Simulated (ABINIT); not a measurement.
# RbBr (Fm-3m): G0W0 with ABINIT, start to end, part 2 of 2

Wanted: ground state, empty states, screening and self-energy for RbBr (Fm-3m).

ABINIT 10.8.3; PBE and many-body steps on it, plane waves. Known limits of the many-body steps: not at the basis limit; screening head approximate.

So far. Step 2 (Ground state): The gap is direct, at Γ. Step 3 (Bands along the symmetry lines): The gap is 4.202 eV, as in the run before at this level.

The database entry behind the starting cell differs from later determinations by our own check (about 0.5 % short), so it need not match the best structure at ambient conditions.

## (4) Empty states on the mesh, 4×4×4 mesh, 102 bands

Level of this step: DFT, PBE with spin-orbit coupling, plane waves, norm-conserving pseudopotentials (ABINIT).

The sums over transitions need many empty states on a uniform mesh; this step solves for them.

run.abi reads:

```
acell 3*1.0 Angstrom
rprim 
  0.000000000000 3.427000000000 3.427000000000
  3.427000000000 0.000000000000 3.427000000000
  3.427000000000 3.427000000000 -0.000000000000
ntypat 2
znucl 37 35
natom 2
typat 1 2
xred 
  0.000000000000 0.000000000000 0.000000000000
  0.500000000000 0.500000000000 0.500000000000
pp_dirpath "pseudos"
pseudos "Rb.upf, Br.upf"
ecut 19
nspinor 2
ngkpt 4 4 4
nshiftk 1
shiftk 0 0 0
kptopt 1
chksymbreak 0
iscf -2
irdden 1
istwfk *1
nband 102
nbdbuf 8
tolwfr 1e-09
nstep 60
prtvol 0
indata_prefix "in"
outdata_prefix "out"
tmpdata_prefix "tmp"
```

Started as:

```bash
OMP_NUM_THREADS=1 mpirun -n 4 abinit run.abi > log
```

Numbers of over 12 decimals in the logs are rounded to 6 here.

Log:

```text
.Version 10.8.3 of ABINIT. v10.8.2 released Aug 2026.

 Symmetries : space group Fm -3 m (#225); Bravais cF (face-center cubic)
[... echo of the input left out ...]
== DATASET  1 ==================================================================
-   mpi_nproc: 4, omp_nthreads: 1 (-1 if OMP is not activated)

--- !DatasetInfo
iteration_state: {dtset: 1, }
dimensions: {natom: 2, nkpt: 8, mband: 102, nsppol: 1, nspinor: 2, nspden: 1, mpw: 2180, }
cutoff_energies: {ecut:  19.0, pawecutdg:  -1.0, }
electrons: {nelect:   1.60000000E+01, charge:   0.00000000E+00, occopt:   1.00000000E+00, tsmear:   1.00000000E-02, }

 Real(R)+Recip(G) space primitive vectors, cartesian coordinates (Bohr,Bohr^-1):
 R(1)=  0.0000000  6.4760914  6.4760914  G(1)= -0.0772071  0.0772071  0.0772071
 R(2)=  6.4760914  0.0000000  6.4760914  G(2)=  0.0772071 -0.0772071  0.0772071
 R(3)=  6.4760914  6.4760914  0.0000000  G(3)=  0.0772071  0.0772071 -0.0772071
 Unit cell volume ucvol=  5.4321144E+02 bohr^3
 Angles (23,13,12)=  6.00000000E+01  6.00000000E+01  6.00000000E+01 degrees

 getcut: wavevector=  0.0000  0.0000  0.0000  ngfft=  36  36  36
         ecut(hartree)=     19.000   => boxcut(ratio)=   2.00324

--- Pseudopotential description ------------------------------------------------
- Rb Generated using ONCVPSP code by D. R. Hamann
- 37.00000   9.00000  180418                  znucl, zion, pspdat
12 -101130 2 -1 2308                          pspcod,pspxc,lmax,lloc,mmax
     nproj     2     4     3     0
     spin-orbit psp
        nprojso     4     4     0
  pspatm : epsatm=   34.46105612
         --- l  ekb(1:nproj) -->
             0   -0.468792    8.247800
             1    3.240685   -0.368723    0.000725   -0.000025
             2   -1.026272    0.984798    0.000151
  spin-orbit 1    0.151406   -0.071648    0.010355   -0.000768
  spin-orbit 2   -0.035381    0.013137    0.002870   -0.000993
 pspatm: atomic psp has been read  and splines computed

- Br Generated using ONCVPSP code by D. R. Hamann
- 35.00000   7.00000  180423                  znucl, zion, pspdat
12 -101130 2 -1 1110                          pspcod,pspxc,lmax,lloc,mmax
     nproj     2     3     3     0
     spin-orbit psp
        nprojso     4     4     0
  pspatm : epsatm=   11.65225461
         --- l  ekb(1:nproj) -->
             0    0.878030    8.455347
             1    5.296960    0.884184    0.010490
             2    2.601663    0.386433    0.000588
  spin-orbit 1    0.408712   -0.253934    0.061012   -0.000372
  spin-orbit 2    0.108928   -0.011508    0.005488   -0.000068
 pspatm: atomic psp has been read  and splines computed

--------------------------------------------------------------------------------

================================================================================
 prteigrs : about to open file out_EIG
 Non-SCF case, kpt    1 (  0.00000  0.00000  0.00000), residuals and eigenvalues=
  1.23E-10  5.22E-10  2.49E-10  7.51E-10  4.35E-10  6.20E-10  7.83E-11  1.24E-10
  6.12E-10  8.57E-10  2.61E-10  8.72E-10  2.34E-10  5.17E-10  8.58E-10  9.11E-10
  6.90E-11  7.94E-10  8.46E-11  1.07E-10  3.13E-10  4.17E-10  5.69E-11  2.30E-10
[...]
1.55E-09  1.00E-09  7.50E-10  7.76E-10  2.14E-05  2.89E-05
 -9.3537E-01 -9.3537E-01 -4.8576E-01 -4.8576E-01 -3.7211E-01 -3.7211E-01
 -3.3988E-01 -3.3988E-01 -3.3988E-01 -3.3988E-01 -5.0503E-02 -5.0503E-02
[...]
1.1898E+00  1.1898E+00  1.1909E+00  1.1909E+00  1.2201E+00  1.2205E+00
 prteigrs : prtvol=0 or 1, do not print more k-points.

--- !ResultsGS
iteration_state: {dtset: 1, }
comment   : Summary of ground state results
lattice_vectors:
- [  0.0000000,   6.4760914,   6.4760914, ]
- [  6.4760914,   0.0000000,   6.4760914, ]
- [  6.4760914,   6.4760914,  -0.0000000, ]
lattice_lengths: [   9.15858,    9.15858,    9.15858, ]
lattice_angles: [ 60.000,  60.000,  60.000, ] # degrees, (23, 13, 12)
lattice_volume:   5.4321144E+02
convergence: {deltae:  0.000E+00, res2:  0.000E+00, residm:  9.913E-10, diffor:  0.000E+00, }
etotal    :  -4.29411396E+01
entropy   :   0.00000000E+00
fermie    :  -3.22770342E-02
cartesian_stress_tensor: null
pressure_GPa: null
xred      :
- [  0.0000E+00,   0.0000E+00,   0.0000E+00, Rb]
- [  5.0000E-01,   5.0000E-01,   5.0000E-01, Br]
cartesian_forces: null
force_length_stats: {min: null, max: null, mean: null, }

 Integrated electronic density in atomic spheres:
 ------------------------------------------------
 Atom  Sphere_radius  Integrated_density
    1        2.00000          6.03906754
    2        2.00000          4.25620614
================================================================================

 ----iterations are completed or convergence reached----

 Mean square residual over all n,k,spin=   42.816E-11; max=  99.128E-11
 reduced coordinates (array xred) for    2 atoms
       0.000000000000      0.000000000000      0.000000000000
       0.500000000000      0.500000000000      0.500000000000

 cartesian coordinates (angstrom) at end:
    1      0.000000     0.000000     0.000000
    2      3.427000     3.427000     3.427000
 length scales=  1.889726125908  1.889726125908  1.889726125908 bohr
              =  1.000000000000  1.000000000000  1.000000000000 angstroms
 prteigrs : about to open file out_EIG
 Eigenvalues (hartree) for nkpt=   8  k points:
 kpt#   1, nband=102, wtk=  0.01563, kpt=  0.0000  0.0000  0.0000 (reduced coord)
[...]
1.11380    1.11380    1.11380    1.11380    1.14856    1.14856    1.18845    1.18845
   1.18845    1.18845    1.18845    1.18845    1.18909    1.18909    1.18909    1.18909
   1.18981    1.18981    1.19088    1.19088    1.22005    1.22046
 prteigrs : prtvol=0 or 1, do not print more k-points.

== END DATASET(S) ==============================================================
================================================================================

 -outvars: echo values of variables after computation  --------
            nband         102
             nkpt           8
          spgroup         225
 [... the other variables as echoed above ...]

 Calculation completed.
```

Run time: 69 s. Hardware: 4 MPI ranks of Arm Neoverse N1, shared host; peak memory 0.33 GiB.

Numbers from this step:

```yaml
gap: 4.202 eV
k_of_the_valence_top: 0, 0, 0
k_of_the_conduction_bottom: 0, 0, 0
least_direct_gap: 4.202 eV
k_points_computed: 8
lowest_point_of_the_top_converged_band_above_the_valence_top: 31.91 eV
```

On this mesh the gap is 4.202 eV.

## (5) Screening, 4×4×4 mesh, 94 bands, screening to 98 eV

The RPA dielectric matrix is built and inverted for each q.

This step: RPA screening on PBE with spin-orbit coupling, plane waves, norm-conserving pseudopotentials.

Changes to run.abi since step 4:

```diff
@@ -21,10 +21,11 @@
 chksymbreak 0
-iscf -2
-irdden 1
 istwfk *1
-nband 102
-nbdbuf 8
-tolwfr 1e-09
-nstep 60
-prtvol 0
+occopt 1
+irdwfk 1
+optdriver 3
+nband 94
+ecuteps 3.6
+inclvkb 0
+awtr 1
+symchi 1
 indata_prefix "in"
```

Log:

```text
.Version 10.8.3 of ABINIT. v10.8.2 released Aug 2026.

 Symmetries : space group Fm -3 m (#225); Bravais cF (face-center cubic)
[... echo of the input left out ...]
== DATASET  1 ==================================================================
-   mpi_nproc: 4, omp_nthreads: 1 (-1 if OMP is not activated)

--- !DatasetInfo
iteration_state: {dtset: 1, }
dimensions: {natom: 2, nkpt: 8, mband: 94, nsppol: 1, nspinor: 2, nspden: 1, mpw: 2180, }
cutoff_energies: {ecut:  19.0, pawecutdg:  -1.0, }
electrons: {nelect:   1.60000000E+01, charge:   0.00000000E+00, occopt:   1.00000000E+00, tsmear:   1.00000000E-02, }

 SCREENING: Calculation of the susceptibility and dielectric matrices

 Based on a program developped by R.W. Godby, V. Olevano, G. Onida, and L. Reining.
 Incorporated in ABINIT by V. Olevano, G.-M. Rignanese, and M. Torrent.
.Using double precision arithmetic ; gwpc =  8

[... cell and pseudopotentials left out ...]
--------------------------------------------------------------------------------

 ==== K-mesh for the wavefunctions ====
 Number of points in the irreducible wedge :     8
[... list of points left out ...]
 Together with 48 symmetry operations and time-reversal symmetry
 yields    64 points in the full Brillouin Zone.

 ==== Q-mesh for the screening function ====
 Number of points in the irreducible wedge :     8
[... list of points left out ...]
 Together with 48 symmetry operations and time-reversal symmetry
 yields    64 points in the full Brillouin Zone.

 setmesh: FFT mesh size selected  =    25x   25x   25
          total number of points  =        15625

 vcoul_init : cutoff-mode = AUXILIARY_FUNCTION
 q-points for optical limit:   1
     1)      0.000010    0.000020    0.000030

- screening: taking advantage of time-reversal symmetry
- Maximum band index for partially occupied states nbvw = 16
- Remaining bands to be divided among processors   nbcw = 78
- Number of bands treated by each node ~19

 Number of electrons calculated from density =   16.0000; Expected =   16.0000
 average of density, n =  0.029454
 r_s =    2.0087
 omega_plasma =   16.5551 [eV]

 calculating chi0 at frequencies [eV] :
  1    0.000000E+00    0.000000E+00
  2    0.000000E+00    1.655507E+01

--------------------------------------------------------------------------------
  q-point number  1        q = ( 0.000000, 0.000000, 0.000000) [r.l.u.]
--------------------------------------------------------------------------------
[... chi0 elements left out ...]
 For q-point:  0.000010 0.000020 0.000030
  dielectric constant =   2.3137
  dielectric constant without local fields =   2.7697

  Average fulfillment of the sum rule on Im[epsilon] for q-point    1 :     61.94  [%]
[... wings left out ...]
  q-point number  2        q = ( 0.250000, 0.000000, 0.000000) [r.l.u.]
--------------------------------------------------------------------------------
[... chi0 elements left out ...]
  Average fulfillment of the sum rule on Im[epsilon] for q-point    2 :     82.87  [%]

 [... 6 further q-points ...]
```

It took 1.7 min on 4 MPI ranks; peak memory 0.9 GiB; 6.8 min of CPU time.

Numbers from this step:

| Item | Value |
| --- | --- |
| ε∞ with local fields, on this mesh, along the program's q direction | 2.314 |
| the same without local fields | 2.770 |
| plasma frequency | 16.56 eV |
| plane waves in the screening matrix | 169 |

Local fields lower ε∞ by 16 %.

## (6) Self-energy, 4×4×4 mesh, 94 bands, screening to 98 eV

The self-energy is evaluated for the states that the input lists, and the levels follow from it, in one-shot runs by the linearised quasiparticle equation.

This step: G0W0 on PBE with spin-orbit coupling, plane waves, norm-conserving pseudopotentials.

Changes to run.abi since step 5:

```diff
@@ -24,8 +24,15 @@
 irdwfk 1
-optdriver 3
+optdriver 4
 nband 94
+gwcalctyp 0
+ecutsigx 19
+symsigma 0
+nkptgw 1
+kptgw 
+  0.0000000000 0.0000000000 0.0000000000
+bdgw 
+  13 22
 ecuteps 3.6
-inclvkb 0
-awtr 1
-symchi 1
+irdscr 1
+ppmodel 1
 indata_prefix "in"
```

Log:

```text
.Version 10.8.3 of ABINIT. v10.8.2 released Aug 2026.

 Symmetries : space group Fm -3 m (#225); Bravais cF (face-center cubic)
[... echo of the input left out ...]
== DATASET  1 ==================================================================
-   mpi_nproc: 4, omp_nthreads: 1 (-1 if OMP is not activated)

--- !DatasetInfo
iteration_state: {dtset: 1, }
dimensions: {natom: 2, nkpt: 8, mband: 94, nsppol: 1, nspinor: 2, nspden: 1, mpw: 2180, }
cutoff_energies: {ecut:  19.0, pawecutdg:  -1.0, }
electrons: {nelect:   1.60000000E+01, charge:   0.00000000E+00, occopt:   1.00000000E+00, tsmear:   1.00000000E-02, }

 SIGMA: Calculation of the GW corrections

 Based on a program developped by R.W. Godby, V. Olevano, G. Onida, and L. Reining.
 Incorporated in ABINIT by V. Olevano, G.-M. Rignanese, and M. Torrent.
.Using double precision arithmetic ; gwpc =  8

[... cell and pseudopotentials left out ...]
--------------------------------------------------------------------------------

 ==== K-mesh for the wavefunctions ====
 Number of points in the irreducible wedge :     8
[... list of points left out ...]
 Together with 48 symmetry operations and time-reversal symmetry
 yields    64 points in the full Brillouin Zone.

 ==== Q-mesh for screening function ====
 Number of points in the irreducible wedge :     8
[... list of points left out ...]
 Together with 48 symmetry operations and time-reversal symmetry
 yields    64 points in the full Brillouin Zone.

 vcoul_init : cutoff-mode = AUXILIARY_FUNCTION
 q-points for optical limit:   1
     1)      0.000010    0.000020    0.000030
 setmesh: FFT mesh size selected  =    36x   36x   36
          total number of points  =        46656

 Number of electrons calculated from density =   16.0000; Expected =   16.0000
 average of density, n =  0.029454
 r_s =    2.0087
 omega_plasma =   16.5551 [eV]

 === KS Band Gaps ===
  >>>> For spin  1
   Minimum direct gap =   4.2023 [eV], located at k-point      :   0.0000  0.0000  0.0000
   Fundamental gap    =   4.2023 [eV], Top of valence bands at :   0.0000  0.0000  0.0000
                                       Bottom of conduction at :   0.0000  0.0000  0.0000
 SIGMA fundamental parameters:
 PLASMON POLE MODEL  1
 number of plane-waves for SigmaX                 2109
 number of plane-waves for SigmaC and W            169
 number of plane-waves for wavefunctions          2109
 number of bands                                    94
 number of independent spin polarizations            1
 number of spinorial components                      2
 number of k-points in IBZ                           8
 number of q-points in IBZ                           8
 number of symmetry operations                      48
 number of k-points in BZ                           64
 number of q-points in BZ                           64
 number of frequencies for dSigma/dE                 9
 frequency step for dSigma/dE [eV]                0.25
 number of omega for Sigma on real axis              0
 max omega for Sigma on real axis  [eV]           0.00
 zcut for avoiding poles [eV]                     0.10

 EPSILON^-1 parameters (SCR file):
 dimension of the eps^-1 matrix on file            169
 dimension of the eps^-1 matrix used               169
 number of plane-waves for wavefunctions          2109
 number of bands                                    94
 number of q-points in IBZ                           8
 number of frequencies                               2
 number of real frequencies                          1
 number of imag frequencies                          1

 matrix elements of self-energy operator (all in [eV])

 Perturbative Calculation

--- !SelfEnergy_ee
iteration_state: {dtset: 1, }
kpoint     : [   0.000,    0.000,    0.000, ]
spin       : 1
KS_gap     :    4.202
QP_gap     :    6.363
Delta_QP_KS:    2.161
data: !SigmaeeData |
     Band     E0 <VxcDFT>   SigX SigC(E0)      Z dSigC/dE  Sig(E)    E-E0       E
       13  -0.878 -12.619 -16.404   2.130   0.821  -0.219 -13.977  -1.358  -2.237
       14  -0.878 -12.619 -16.406   2.131   0.821  -0.219 -13.978  -1.359  -2.237
       15  -0.878 -12.619 -16.394   2.128   0.821  -0.219 -13.971  -1.352  -2.230
       16  -0.878 -12.619 -16.395   2.128   0.821  -0.219 -13.972  -1.353  -2.232
       17   3.324  -6.377  -2.897  -2.553   0.871  -0.148  -5.570   0.807   4.131
       18   3.324  -6.377  -2.897  -2.553   0.871  -0.148  -5.570   0.807   4.131
       19   6.238  -7.388  -3.246  -2.526   0.867  -0.153  -5.987   1.401   7.639
       20   6.238  -7.388  -3.245  -2.527   0.867  -0.153  -5.986   1.401   7.639
       21   6.238  -7.388  -3.248  -2.525   0.867  -0.153  -5.987   1.401   7.639
       22   6.238  -7.388  -3.247  -2.525   0.867  -0.153  -5.987   1.401   7.639

== END DATASET(S) ==============================================================
================================================================================

 -outvars: echo values of variables after computation  --------
           etotal      0.0000000000E+00
            nband          94
             nkpt           8
          spgroup         225
 [... the other variables as echoed above ...]

 Calculation completed.
```

The job ended after 99 s (4 MPI ranks; peak memory 0.8 GiB; 6.6 min of CPU time).

This step gave:

| Quantity | Value |
| --- | --- |
| G0W0 gap on the points computed | 6.361 eV |
| starting gap on the mesh | 4.202 eV |
| k of the valence top | 0, 0, 0 |
| k of the conduction bottom | 0, 0, 0 |
| Z at the valence top | 0.821 |
| Z at the conduction bottom | 0.871 |
| least direct G0W0 gap on the computed points | 6.361 eV |

The gap on the mesh goes from 4.20 eV to 6.36 eV, a correction of +2.16 eV.

Limits: finite bands, cutoff and mesh; screening head approximate. v1 is the top filled band, c1 the lowest empty one. Levels before and after the correction, in eV, zero at the valence-band top of each column:

```
           conduction bottom  valence top
Kohn-Sham               4.20         0.00
     G0W0               6.36         0.00
```

```
             level  energy (eV)
Kohn-Sham  Γ v4-v3        0.000
Kohn-Sham  Γ v2-v1        0.000
Kohn-Sham  Γ c1-c2        4.202
Kohn-Sham  Γ c3-c6        7.116
     G0W0  Γ v4-v3       -0.007
     G0W0  Γ v2-v1        0.000
     G0W0  Γ c1-c2        6.361
     G0W0  Γ c3-c6        9.869
```

## (7) Where the time went

Times are wall times on 4 MPI ranks of Arm Neoverse N1, shared host, good to a factor of about two.

```
                          step     time  share  memory (GiB)
                  ground state     20 s    6 %          0.29
bands along the symmetry lines     42 s   13 %           0.3
      empty states on the mesh     69 s   21 %          0.33
                     screening  1.7 min   31 %           0.9
                   self-energy     99 s   30 %           0.8
```

## (8) Outcome

- PBE gap: 4.20 eV, direct
- G0W0 gap on the mesh: 6.36 eV
- GW settings: 4×4×4 mesh, 94 bands, screening to 98 eV, Godby-Needs plasmon pole
- known limits: not at the basis limit; screening head approximate

G0W0 moves the gap on the mesh from 4.20 eV to 6.36 eV (+2.16 eV), with Z of 0.82 and 0.87 at the edges. Local fields lower the RPA ε∞ on this mesh from 2.77 to 2.31. Only 1 of the mesh's irreducible points was corrected, so a valley elsewhere could overtake. Bands and cutoff are finite, so the gap is not at the basis limit. The miss can reach some tenths of an eV and take either sign; the mesh is an error of its own. In the G0W0 run levels were corrected at 1 k point alone, so a gap called «on the mesh» is the least over those, and an edge elsewhere would be missed. The long-wavelength limit of the screening leaves out the non-local commutator, which shifts ε∞.

[Paths, hosts, dates, memory and timing lines, banners, echoed tables and standing remarks are left out of the program output.]

[Logs are printed without paths, hosts, clocks, repeated set-up lines and the standing remarks that a program may print on its own settings, such as how far it seeks lower states.]

[Runs of the session that timed out or met a known fault of the program may be left out.]

[Hosts, paths, dates, database ids (printed as entryN), source tags and the programs' standing remarks are cut or masked in the printed files.]

[G0W0 gaps are taken among the corrected bands and points alone; a level outside them can change the order at an edge.]

[Where Ansatz stands beside ABINIT at settings called matched, ABINIT's density can come from a denser mesh and the files from another edition; pairs whose starting gaps differed by over 0.03 eV were left out, so agreement reads better than it is.]
